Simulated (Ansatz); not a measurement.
Level of theory: DFT PBE, scalar-relativistic, plane waves, PAW (Ansatz 0.2.0). Settings: cutoff 420 eV, Γ-centred meshes spaced at most about 0.3 Å⁻¹, and about 0.25 Å⁻¹ or finer for metals (2π included), Gaussian smearing. No spin polarisation.

Temperature and zero-point effects are left out.

Problem. Order these relaxed structures of Mg₂Zn₃O by energy, lowest first, with the energy over the lowest of them.
A.

```
Mg Zn O
1.0
     2.99877    0.00000    0.00000
     0.00000    2.99877    0.00000
     0.00000    0.00000   19.40325
Mg Zn O
4 6 2
Cartesian
  1.4994 0.0000 15.9343
  1.4994 0.0000 1.0743
  0.0000 1.4994 3.4690
  0.0000 1.4994 18.3289
  0.0000 1.4994 14.0099
  1.4994 0.0000 5.3933
  0.0000 1.4994 7.0539
  1.4994 0.0000 12.3493
  0.0000 1.4994 10.5782
  1.4994 0.0000 8.8251
  1.4994 0.0000 18.3208
  0.0000 1.4994 1.0825
```

B.

```
Mg Zn O
1.0
     3.00781    0.00000    0.00000
    -1.50390    2.60484    0.00000
     0.00000    0.00000   22.52685
Mg Zn O
4 6 2
Cartesian
  1.5039 0.8683 12.5355
  0.0000 1.7366 9.9913
  0.0000 1.7366 1.2721
  1.5039 0.8683 21.2548
  0.0000 0.0000 18.9775
  0.0000 1.7366 16.8951
  0.0000 0.0000 14.8128
  0.0000 0.0000 7.7141
  1.5039 0.8683 5.6317
  0.0000 0.0000 3.5493
  0.0000 0.0000 11.2634
  0.0000 0.0000 0.0000
```

Solution. A (0 meV/atom), B (26 meV/atom). Forms: A P4/nmm; B P6_3/mmc. Counting Mg or Zn atoms around O (for each partner element, those within 1.25 times its shortest distance or 1.15 times the sum of covalent radii, where it is the nearest in units of that sum or under 1.3): A has O 6; B has O 6. Both come from invented guesses. The lowest form computed isn't among them: it has space group P-3m1 (No. 164), 14.7 Å³/atom and lies 13 meV/atom below the best shown.

For metals, differences of a few meV/atom aren't resolved. Cells relaxed within their symmetry can be saddle points. Some types were kept out of the candidates beforehand, so the set may lack a known form.
